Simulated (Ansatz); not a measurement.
# Ga2O3: levels of theory, part 2 of 2

Aim: for Ga2O3, compare levels of theory.

Ansatz 0.2.0; DFT PBE, scalar-relativistic, plane waves, PAW, and further levels as typed in the inputs. The steps go on from the part before.

### Step 5. Single point: HSE06

The density is read from an earlier step.

input.yaml reads:

```yaml
crystal:
  lattice:
    - [6.107, -1.51855, 0.0]
    - [6.107, 1.51855, 0.0]
    - [-1.3859888959, 0.0, 5.630008738]
  atoms:
    - { symbol: Ga, position: [0.0905, 0.0905, 0.7946] }
    - { symbol: Ga, position: [0.9095, 0.9095, 0.2054] }
    - { symbol: Ga, position: [0.65866, 0.65866, 0.31402] }
    - { symbol: Ga, position: [0.34134, 0.34134, 0.68598] }
    - { symbol: O, position: [0.1645, 0.1645, 0.1098] }
    - { symbol: O, position: [0.8355, 0.8355, 0.8902] }
    - { symbol: O, position: [0.1733, 0.1733, 0.5632] }
    - { symbol: O, position: [0.8267, 0.8267, 0.4368] }
    - { symbol: O, position: [0.4959, 0.4959, 0.2566] }
    - { symbol: O, position: [0.5041, 0.5041, 0.7434] }
scf:
  occupations: { method: fixed }
  n_extra_bands: 4
output:
  eigenvalues: true
  write_density: true
  write_potential: true
  elf: true
  volumetric_format: npy
kpoints:
  mp_grid: { grid: [4, 4, 2] }
hamiltonian:
  xc: hse06
checkpoint:
  read: start.run
  write: ck
  compress: false
  write_wavefunctions: false
  write_every: 100000
```

Started as:

```
ansatz run input.yaml --threads 8 --pin off --max-ram 23552MiB --backend cpu --events-out ev --progress --plain --runs-dir out
```

The log of the run:

```text
Warning: checkpoint.read: hamiltonian.xc differs: saved pbe, current hse06; the SCF iterates under this deck's functional from the saved state
Warning: RAYON_NUM_THREADS=8 ignored (pool sized by the plan → 8); use --threads N
basis.fft_grid_basis auto: the FFT boxes are laid along the combinations [[1, -1, 0], [0, 1, 0], [0, 0, 1]] of the cell's own vectors, 3.037, 6.293 and 5.798 Å long. The dense box has 24×45×40 points. Along the cell's own vectors, as sized, it would have 45×45×40, 1.88 times as many. Of the 4 symmetry operations that the crystal satisfies within crystal.symmetry.tolerance (time reversal apart; of a slab, those that keep its plane) the dense box along the cell's own vectors carries 4, and the one as laid loses 2 of those. basis.fft_grid_basis: typed keeps the cell's own vectors: state it where this run's energies or levels are differenced outside the engine with another run's, or held beside a run that keeps those vectors. Those combinations have planes normal to reciprocal vector 3, as the cell's own vectors have. Each planar average written beside output.write_density, output.write_potential has a row for each plane of the box: 40. The volumetric files lie along those combinations, not along the cell's own vectors: a cube or XSF file states them, and fields.json those of NumPy files.
scf.n_extra_bands = 4 over 44 filled bands (N_el = 88.0): the run solves 48 bands
Engine: ansatz 0.2.0, x86_64-unknown-linux-gnu
Pseudopotentials: kind: paw
Pseudopotential: Ga, paw, valence charge 13, recommended cutoff 420 eV (normal), Ga.paw.azcp
Pseudopotential: O, paw, valence charge 6, recommended cutoff 420 eV (normal), O.paw.azcp
Functional definition: HSE06
  parameter a = 0.25
  parameter omega = 0.11/bohr
  exchange = pbe_x - a*pbe_x_sr(omega) + a*exact_x_sr(omega)
  correlation = pbe_c
davidson cushion auto → on  (no smearing: the cushion is to keep the highest requested band from converging to the state above it; pin scf.eigensolver.cushion to override)
Crystal: 10 atoms, lattice volume = 104.423 Å³
Basis set: ecut = 420 eV, 2037 PW (Γ), FFT grids on a1−a2, a2, a3
Bands: 48, of which v1, the nominal top of the filled ones, is band 44 counted from 1 (43 counted from 0)
Symmetry: 4 space group operations
Space group: C2/m (ITA 12), of the structure as read, at distance tolerance 4.7e-5 Å
k-points: 14 of 32
Non-local potential: Ga, projectors of the file, l = 0: 2, l = 1: 2, l = 2: 3, l = 3: 1
Non-local potential: O, projectors of the file, l = 0: 2, l = 1: 2, l = 2: 1
PAW form: soft (Blöchl's): semilocal exchange-correlation on the pseudo side does not see the compensation charge
PAW frozen core: Ga, regenerated for the run's functional, and the local potential with it (the file was generated under x = pbe(κ = 0.804, μ = 0.2195149727645171), c = pbe(β = 0.06672455060314922))
PAW frozen core: O, regenerated for the run's functional, and the local potential with it (the file was generated under x = pbe(κ = 0.804, μ = 0.2195149727645171), c = pbe(β = 0.06672455060314922))
PAW one-centre angular grid: Ga, 590 points (default); XC on 64 Gauss nodes
PAW one-centre angular grid: O, 110 points (default); XC on 96 Gauss nodes
Initial density: read from a saved state, or passed on in memory by an earlier SCF of this step, an earlier step, the calling program or the single point that the run made first
Initial wavefunctions: pseudopotential atomic-orbital guess
Functional: x = pbe(κ = 0.804, μ = 0.2195149727645171), c = pbe(β = 0.06672455060314922), warm-up for x = pbe(κ = 0.804, μ = 0.2195149727645171) + 0.25 (exact − pbe) at short range (hse, ω = 0.20786987370883472 Å⁻¹), c = pbe(β = 0.06672455060314922); HSE06 as pw.x's `hse` composes it (authors' and Libxc's form: `xc: wpbeh`)
iter 1 solved again at ethr=2.57e-6 eV; its pass at ethr=1.00e-1 eV (dr2=2.26e-3 eV) is discarded
SCF iter   1: F=—  HF=-18539.952918 eV  |F-HF|=—  |Δ(HF+E_count)|=         —  Δρ=3.89e-4  dr2=9.08e-5  ethr=2.57e-6  ⟨swp⟩=7.1  Hψ=5981  notcnv=0
preconditioner: auto → none  [insulator: Δε(μ)=2.438 eV  Ē_g=15.788 eV  n_scr=34 (ndim 8)  ℏωp=34.1 eV  f_vac=0.014]
SCF iter   2: F=-18539.952788 eV  HF=-18539.952831 eV  |F-HF|=4.30e-5  |Δ(HF+E_count)|=   8.74e-5  Δρ=2.13e-4  dr2=3.55e-5  ethr=1.03e-7  ⟨swp⟩=4.0  Hψ=2465  notcnv=0
SCF 1 stopped early in 2 iterations: F = -18539.952788 eV  dr2 = 3.55e-5
Initial density: handed on by an earlier stage of this run
Initial wavefunctions: those handed on with the density
Functional: x = pbe(κ = 0.804, μ = 0.2195149727645171) + 0.25 (exact − pbe) at short range (hse, ω = 0.20786987370883472 Å⁻¹), c = pbe(β = 0.06672455060314922); HSE06 as pw.x's `hse` composes it (authors' and Libxc's form: `xc: wpbeh`)
Exchange kernel: α = 0.2500, screened, ω = 0.2079 Å⁻¹, Wigner–Seitz truncation, v(0) = 997.9848 eV·Å³, q-mesh 4×4×2, nearest image of the exchange supercell L = 11.60 Å, pair-density grid 20×40×40, without the augmentation charges, whose exchange is taken in its separable form by FFT convolution over the k-point mesh (the finest that the files' search goes to), smooth part of the exact exchange by density-matrix convolution
Frozen-core exchange: fock
SCF iter   1: F=—  HF=-18541.415972 eV  |F-HF|=—  |Δ(HF+E_count)|=         —  Δρ=1.68e-2  dr2=1.24e-1  ethr=4.03e-7  ⟨swp⟩=8.1  Hψ=3770  notcnv=0
preconditioner: auto → none  [insulator: Δε(μ)=4.230 eV  Ē_g=18.965 eV  n_scr=34 (ndim 8)  ℏωp=34.1 eV  f_vac=0.014]
SCF iter   2: F=—  HF=-18541.361032 eV  |F-HF|=—  |Δ(HF+E_count)|=   5.49e-2  Δρ=5.48e-3  dr2=1.58e-2  ethr=4.03e-7  ⟨swp⟩=4.9  Hψ=2864  notcnv=0
SCF iter   3: F=—  HF=-18541.407321 eV  |F-HF|=—  |Δ(HF+E_count)|=   4.63e-2  Δρ=4.28e-3  dr2=8.33e-3  ethr=4.03e-7  ⟨swp⟩=4.9  Hψ=2857  notcnv=0
SCF iter   4: F=—  HF=-18541.405535 eV  |F-HF|=—  |Δ(HF+E_count)|=   1.79e-3  Δρ=1.31e-3  dr2=6.48e-4  ethr=4.03e-7  ⟨swp⟩=4.0  Hψ=2310  notcnv=0
SCF iter   5: F=—  HF=-18541.406373 eV  |F-HF|=—  |Δ(HF+E_count)|=   8.38e-4  Δρ=7.09e-4  dr2=4.16e-4  ethr=4.03e-7  ⟨swp⟩=4.5  Hψ=1871  notcnv=0
SCF iter   6: F=—  HF=-18541.406271 eV  |F-HF|=—  |Δ(HF+E_count)|=   1.02e-4  Δρ=2.43e-4  dr2=7.25e-5  ethr=4.03e-7  ⟨swp⟩=3.6  Hψ=1850  notcnv=0
iter 7 solved again at ethr=2.79e-9 eV; its pass at ethr=6.89e-8 eV (dr2=2.46e-6 eV) is discarded
SCF iter   7: F=-18541.406251 eV  HF=-18541.406253 eV  |F-HF|=2.25e-6  |Δ(HF+E_count)|=   1.82e-5  Δρ=4.93e-5  dr2=1.44e-5  ethr=2.79e-9  ⟨swp⟩=3.4  Hψ=3338  notcnv=0
SCF 2 stopped early in 7 iterations: F = -18541.406251 eV  dr2 = 1.44e-5
hybrid outer 1: dexx = +5.177e-2 eV, tail = 2.10e-4 eV
Exchange kernel: α = 0.2500, screened, ω = 0.2079 Å⁻¹, Wigner–Seitz truncation, v(0) = 997.9848 eV·Å³, q-mesh 4×4×2, nearest image of the exchange supercell L = 11.60 Å, pair-density grid 20×40×40, without the augmentation charges, whose exchange is taken in its separable form by FFT convolution over the k-point mesh (the finest that the files' search goes to), smooth part of the exact exchange by density-matrix convolution
Frozen-core exchange: fock
SCF iter   1: F=—  HF=-18541.404224 eV  |F-HF|=—  |Δ(HF+E_count)|=         —  Δρ=5.27e-5  dr2=2.20e-6  ethr=1.19e-6  ⟨swp⟩=3.6  Hψ=1585  notcnv=0
preconditioner: auto → none  [insulator: Δε(μ)=4.263 eV  Ē_g=18.874 eV  n_scr=34 (ndim 8)  ℏωp=34.1 eV  f_vac=0.020]
SCF iter   2: F=—  HF=-18541.404234 eV  |F-HF|=—  |Δ(HF+E_count)|=   1.10e-5  Δρ=2.71e-5  dr2=3.39e-7  ethr=1.93e-9  ⟨swp⟩=5.4  Hψ=2846  notcnv=0  defer=10
iter 3 solved again at ethr=2.30e-11 eV; its pass at ethr=3.00e-10 eV (dr2=2.02e-8 eV) is discarded
SCF iter   3: F=-18541.404234 eV  HF=-18541.404234 eV  |F-HF|=1.12e-8  |Δ(HF+E_count)|=   2.09e-8  Δρ=8.71e-6  dr2=6.69e-8  ethr=2.30e-11  ⟨swp⟩=3.3  Hψ=3449  notcnv=0
SCF 3 converged in 3 iterations: F = -18541.404234 eV  dr2 = 6.69e-8
hybrid outer 2: dexx = +3.353e-6 eV, tail = 2.28e-7 eV, Δε = 3.07e-3 eV (about 1.17e-4 eV left of the loop's levels)
hybrid SCF converged: 2 outer / 10 inner (+2 warm-up), last move |dexx| = 3.35e-6 eV, tail = 2.28e-7 eV
Stability not checked: this state was not tested for a lower state beside it, because the functional holds exact exchange (a hybrid, or Hartree-Fock), whose exchange loop this test does not read (fock_operator; see scf.lower_state_search)
Free energy (F): -18541.404234 eV
Frozen-core exchange: fock
Harris-Foulkes:  -18541.404234 eV  (|F-HF|=1.12e-8)
Internal energy: -18541.404234 eV  (E = F + TS)
E sigma→0 (E₀):  -18541.404234 eV
Fermi energy:    6.916144 eV
--- Per-component energies (eV) ---
  E_band       = -295.572808
  E_kinetic    = 1525.425388
  E_local      = -9104.067609  (includes V_loc(G=0)·N_el)
  E_nonlocal   = 2020.490833
  E_hartree    = 4106.540281
  E_xc         = -571.736348
  E_vxc        = -629.713382  (∫ρ·V_xc dr)
  E_exx        = -311.822536  (= α·E_x^exact, valence–valence)
  E_paw        = -8781.763902  (= ΣΔE_a)
  E_vpaw       = -1697.158155  (= ΣTr[D̂ρ^β])
  E_aug_tail   = 0.014222  (compensation charges beyond the density's cutoff)
  E_ewald      = -7424.773589
  E_core_change = 0.289025  (= ΣΔE_core)
  E_smearing   = -0.000000  (= −TS)
  E_closure    = -0.000000  (closes the sum)
  Σ components = -18541.404234   (vs F -18541.404234, Δ=0.00e0)
--- Band table (eV; the first three rows and the last of 14) ---
  k-point 0: bands = ["-13.5065", "-12.3583", "-12.3313", "-12.1909", "-11.6868", "-11.6777", "-7.8283", "-7.7920", "-7.7875", "-7.6994", "-7.6532", "-7.6321", "-7.5879", "-7.5828", "-7.5211", "-7.4085", "-7.4070", "-7.4063", "-7.3630", "-7.3373", "-7.3356", "-7.2961", "-7.2833", "-7.1376", "-6.9867", "-6.9108", "-0.2948", "0.8355", "2.0405", "2.5602", "3.2049", "4.2376", "4.3257", "4.7353", "4.9477", "5.0646", "5.3111", "5.3281", "6.0679", "6.3226", "6.3359", "6.4579", "6.6827", "6.9095", "11.1793", "14.6786", "15.6058", "15.8246"]
  k-point 1: bands = ["-13.2237", "-12.7579", "-12.3451", "-12.0555", "-11.8057", "-11.6372", "-7.7959", "-7.7918", "-7.7732", "-7.7591", "-7.6730", "-7.6672", "-7.6261", "-7.5951", "-7.5182", "-7.4410", "-7.4398", "-7.4129", "-7.3853", "-7.3643", "-7.3329", "-7.2808", "-7.2316", "-7.1610", "-7.0598", "-6.6165", "0.6384", "0.8862", "1.7205", "2.5562", "3.7356", "4.1672", "4.3555", "4.6591", "4.8717", "4.9091", "4.9504", "5.4514", "5.4582", "5.4917", "6.2404", "6.3784", "6.5393", "6.6143", "13.6295", "13.7532", "15.7914", "16.3080"]
  k-point 2: bands = ["-13.0495", "-12.2806", "-12.2036", "-11.9901", "-11.7226", "-11.7131", "-7.7636", "-7.7300", "-7.6985", "-7.6921", "-7.6776", "-7.6029", "-7.5290", "-7.5117", "-7.5026", "-7.4786", "-7.4675", "-7.3905", "-7.3804", "-7.3459", "-7.3272", "-7.1900", "-7.0151", "-6.9103", "-6.8590", "-6.6494", "-0.0158", "0.7494", "0.9400", "1.9423", "3.0721", "3.4627", "3.5983", "3.7511", "4.2906", "4.6629", "4.7945", "5.0727", "5.5443", "5.8042", "5.8939", "6.1641", "6.3792", "6.8517", "13.5958", "15.2915", "16.0836", "17.1340"]
  k-point 13: bands = ["-13.0887", "-12.6827", "-12.4868", "-12.1490", "-11.8660", "-11.5992", "-7.8188", "-7.8012", "-7.7991", "-7.7780", "-7.6957", "-7.6856", "-7.6210", "-7.5911", "-7.5863", "-7.5322", "-7.4409", "-7.4398", "-7.4003", "-7.3902", "-7.3303", "-7.3079", "-7.2785", "-7.2139", "-6.6403", "-6.4589", "1.0761", "1.3824", "1.6107", "2.2115", "3.2347", "3.6059", "3.9174", "4.1966", "4.5016", "4.6202", "5.1388", "5.7649", "6.1221", "6.2945", "6.3318", "6.3655", "6.4108", "6.9161", "14.1001", "14.2161", "15.2398", "15.5715"]
```

Wall time 5.8 s (8 threads of Intel Xeon 6975P-C (Granite Rapids), shared host); peak memory 1.8 GiB.

start.run is the saved state of the run that this one goes on from.

Axes a, b and c in the maps are those of this run's conventional cell (a, b, c = 12.214, 3.037, 5.798 Å).

Density in a lattice plane of the grid's cell (edges 12.21 and 5.80 Å, at 0.000 of the third edge), which holds Ga and O.

Values in e/Å³, 6 rows by 12 columns:
```
 0.13 23.89  0.39  0.06  0.39  0.23  2.74  0.40  0.05  0.30  5.18  0.21
 0.14  0.86  1.83  0.56 40.08  0.57  4.19  0.19  0.04  0.07  0.19  0.07
 0.03  0.23  4.90  0.29  0.21  0.07  0.09  0.07  0.21  0.29  4.90  0.23
 0.14  0.07  0.19  0.07  0.04  0.19  4.19  0.57 40.08  0.56  1.83  0.86
 0.13  0.21  5.18  0.30  0.05  0.40  2.74  0.23  0.39  0.06  0.39 23.89
 0.04  0.38  1.66  0.08  0.04  0.06  0.07  0.06  0.04  0.08  1.66  0.38
```
Columns run along the first of these edges and rows up along the second, over one cell in 12 and 6 even steps from the bottom left corner. Atoms in the plane (fractional): Ga at (0.09, 0.79), Ga at (0.91, 0.21), Ga at (0.66, 0.31), Ga at (0.34, 0.69), O at (0.16, 0.11), O at (0.84, 0.89), O at (0.17, 0.56), O at (0.83, 0.44), O at (0.50, 0.26), O at (0.50, 0.74).

ELF in the same plane.

Ten even steps from '0' (0.01) to '9' (0.86):
```
011110000003873000793870
011011011119886100698820
010278310029695000022000
002958510128950000015510
004989300000000000398940
001551000005982101585920
000022000059692001387201
002889600168891111011011
007839700037830000001111
015998100000000000189951
```
Columns run along the first of these edges and rows up along the second, over one cell in 24 and 10 even steps from the bottom left corner. Atoms in the plane (fractional): Ga at (0.09, 0.79), Ga at (0.91, 0.21), Ga at (0.66, 0.31), Ga at (0.34, 0.69), O at (0.16, 0.11), O at (0.84, 0.89), O at (0.17, 0.56), O at (0.83, 0.44), O at (0.50, 0.26), O at (0.50, 0.74).

Both are smooth fields of the valence electrons: close to the nuclei they are not physical.

Maxima of ELF outside the ion cores: 0.87 beside O, off the lines to its neighbours, 0.6 Å from O; 0.86 in the shell around O, 0.6 Å from O; 0.86 on the O–Ga line, 0.7 Å from O.

### Step 6. Single point: PBE0

The density is read from an earlier step.

input.yaml, as its differences from that of step 5:

```diff
@@ -21,6 +21,2 @@
   eigenvalues: true
-  write_density: true
-  write_potential: true
-  elf: true
-  volumetric_format: npy
 kpoints:
@@ -28,3 +24,3 @@
 hamiltonian:
-  xc: hse06
+  xc: pbe0
 checkpoint:
```

Started as:

```
ansatz run input.yaml --threads 8 --pin off --max-ram 23552MiB --backend cpu --events-out ev --progress --plain --runs-dir out
```

The log of the run, shortened:

```text
Warning: checkpoint.read: hamiltonian.xc differs: saved pbe, current pbe0; the SCF iterates under this deck's functional from the saved state
Warning: RAYON_NUM_THREADS=8 ignored (pool sized by the plan → 8); use --threads N
[...]
scf.n_extra_bands = 4 over 44 filled bands (N_el = 88.0): the run solves 48 bands
[...]
[... 3 set-up lines as earlier in the session ...]
Functional definition: PBE0
[...]
davidson cushion auto → on  (no smearing: the cushion is to keep the highest requested band from converging to the state above it; pin scf.eigensolver.cushion to override)
Crystal: 10 atoms, lattice volume = 104.423 Å³
Basis set: ecut = 420 eV, 2037 PW (Γ), FFT grids on a1−a2, a2, a3
Bands: 48, of which v1, the nominal top of the filled ones, is band 44 counted from 1 (43 counted from 0)
[... 1 set-up line as earlier in the session ...]
[...]
SCF 1 stopped early in 2 iterations: F = -18539.947387 eV  dr2 = 2.69e-5
[...]
Frozen-core exchange: fock
[...]
SCF 2 stopped early in 6 iterations: F = -18542.095068 eV  dr2 = 4.85e-5
hybrid outer 1: dexx = +6.373e-2 eV, tail = 2.91e-4 eV
Frozen-core exchange: fock
[...]
SCF iter   4: F=-18542.093260 eV  HF=-18542.093260 eV  |F-HF|=7.03e-8  |Δ(HF+E_count)|=   7.22e-7  Δρ=1.00e-5  dr2=7.29e-8  ethr=3.55e-11  ⟨swp⟩=5.5  Hψ=2699  notcnv=0  defer=17
[...]
hybrid outer 2: dexx = +5.516e-6 eV, tail = 2.75e-7 eV, Δε = 4.08e-3 eV (about 1.58e-4 eV left of the loop's levels)
hybrid SCF converged: 2 outer / 10 inner (+2 warm-up), last move |dexx| = 5.52e-6 eV, tail = 2.75e-7 eV
Stability not checked: this state was not tested for a lower state beside it, because the functional holds exact exchange (a hybrid, or Hartree-Fock), whose exchange loop this test does not read (fock_operator; see scf.lower_state_search)
Free energy (F): -18542.093259 eV
Frozen-core exchange: fock
[...]
E sigma→0 (E₀):  -18542.093259 eV
Fermi energy:    6.512096 eV
[...]
--- Band table (eV; the first three rows and the last of 14) ---
[...]
```

It took 6 s on 8 threads of Intel Xeon 6975P-C (Granite Rapids), shared host; peak memory 1.8 GiB.

### Step 7. Results

What follows sums up all 2 parts.

```
step   level  k mesh  volume (Å³/atom)  pressure (GPa)  energy above the lowest (meV/atom)  gap on the mesh (eV)    time
   2     PBE   6×6×4             10.44             n/a                                 0.0                  2.44   1.1 s
   3  r2SCAN   6×6×4             10.44             n/a                                 n/a                  3.10   2.1 s
   4     PBE   4×4×2             10.44             n/a                                 4.4                  2.44  0.39 s
   5   HSE06   4×4×2             10.44             n/a                                 n/a                  4.26   5.8 s
   6    PBE0   4×4×2             10.44             n/a                                 n/a                  4.99     6 s
```

Energies compare only among runs of one formula, size, charge, level and basis; each such set counts from its lowest member.

**Reading.** The rows set the runs side by side; convergence of the settings was not tested in this session.
